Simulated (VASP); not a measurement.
# A VASP 6.6.1 single-point calculation on BN

INCAR

```
ISIF = 2
NBANDS = 4
GGA = PE
LREAL = .FALSE.
LASPH = .TRUE.
EDIFF = 1E-7
LCHARG = .FALSE.
SIGMA = 0.02
PREC = Accurate
LWAVE = .FALSE.
NSW = 0
NELM = 86
ENCUT = 520
IBRION = -1
ISMEAR = -1
```

KPOINTS

```
KPOINTS created by Atomic Simulation Environment
0
Gamma
12 12 12
0 0 0
```

POSCAR

```
B  N
 1.0000000000000000
     1.2847525481896127    0.7417522295226640    3.3434476225036973
    -1.2847525481896127    0.7417522295226640    3.3434476225036973
     0.0000000000000000   -1.4835044590953275    3.3434476224926049
 B   N
   1   1
Cartesian
 -0.0000000000000000 -0.0000000000499839 10.0272142260225579
 -0.0000000000000000 -0.0000000000166371  3.3375456119490696
```

The recommended PBE PAW datasets give the neutral cell 8 valence electrons.

Command

```
mpirun -np 1 vasp_std
```

Task: Predict the outcome of this run.

Result: It converged. Results: pressure -13.5 GPa.

OSZICAR

```
N       E                     dE             d eps       ncg     rms          rms(c)
DAV:   1     0.450420465721E+02    0.45042E+02   -0.44796E+03  1520   0.187E+03
DAV:   2    -0.166466505625E+02   -0.61689E+02   -0.61689E+02  2484   0.332E+02
DAV:   3    -0.189945952035E+02   -0.23479E+01   -0.23479E+01  1564   0.818E+01
DAV:   4    -0.190632138799E+02   -0.68619E-01   -0.68619E-01  1908   0.104E+01
DAV:   5    -0.190643397539E+02   -0.11259E-02   -0.11259E-02  1616   0.125E+00    0.749E+00
DAV:   6    -0.176571799104E+02    0.14072E+01   -0.62751E+00  1604   0.340E+01    0.346E+00
DAV:   7    -0.175572859427E+02    0.99894E-01   -0.20710E-01  1820   0.741E+00    0.205E+00
DAV:   8    -0.175226980556E+02    0.34588E-01   -0.13926E-01  1512   0.564E+00    0.218E-01
DAV:   9    -0.175223893987E+02    0.30866E-03   -0.26692E-03  1720   0.971E-01    0.146E-01
DAV:  10    -0.175227059919E+02   -0.31659E-03   -0.30715E-03  2020   0.797E-01    0.701E-02
DAV:  11    -0.175226919720E+02    0.14020E-04   -0.11393E-03  1680   0.474E-01    0.240E-02
DAV:  12    -0.175226819569E+02    0.10015E-04   -0.65717E-05  1512   0.132E-01    0.958E-03
DAV:  13    -0.175226815299E+02    0.42692E-06   -0.65995E-06  1944   0.356E-02    0.998E-04
DAV:  14    -0.175226815444E+02   -0.14422E-07   -0.52039E-08   756   0.441E-03
   1 F= -.17522682E+02 E0= -.17522682E+02  d E =-.127294E-10
```

One setting is odd (too few bands), but here it hardly changes the result.

On sound settings PBE gives a gap of 4.11 eV on its mesh and a pressure of -13.6 GPa for the intended cell. This run's energy (σ→0) differs from it by 0 meV an atom.
